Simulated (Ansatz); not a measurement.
KBr:

```
CELL_PARAMETERS angstrom
0.00000 3.30000 3.30000
3.30000 0.00000 3.30000
3.30000 3.30000 0.00000
ATOMIC_POSITIONS crystal
Br 0.50000 0.50000 0.50000
K 0.00000 0.00000 0.00000
```

Base run:

```yaml
Program: Ansatz 0.2.0
Functional: HSE(alpha, omega)
Potentials_or_basis: all-electron PAW datasets made for the crystal
Cutoff: 220 eV (chosen from the basis error)
k_mesh: 4 × 4 × 4
Occupations: fermi-dirac, width 0.05 eV
Spin: no spin polarisation
```

Its results: band gap on the k mesh 5.63 eV, direct; pressure 0.5 GPa.

Q: After a change of settings the same cell gave: band gap on the k mesh 5.38 eV, direct; pressure 0.5 GPa. Which change was it?
A. share of exact exchange from 0.25 to 0.05
B. share of exact exchange from 0.25 to 0.15
C. share of exact exchange from 0.25 to 0.5
D. share of exact exchange from 0.25 to 0.2

A: D.

Runs at the PBE level aren't shown here.
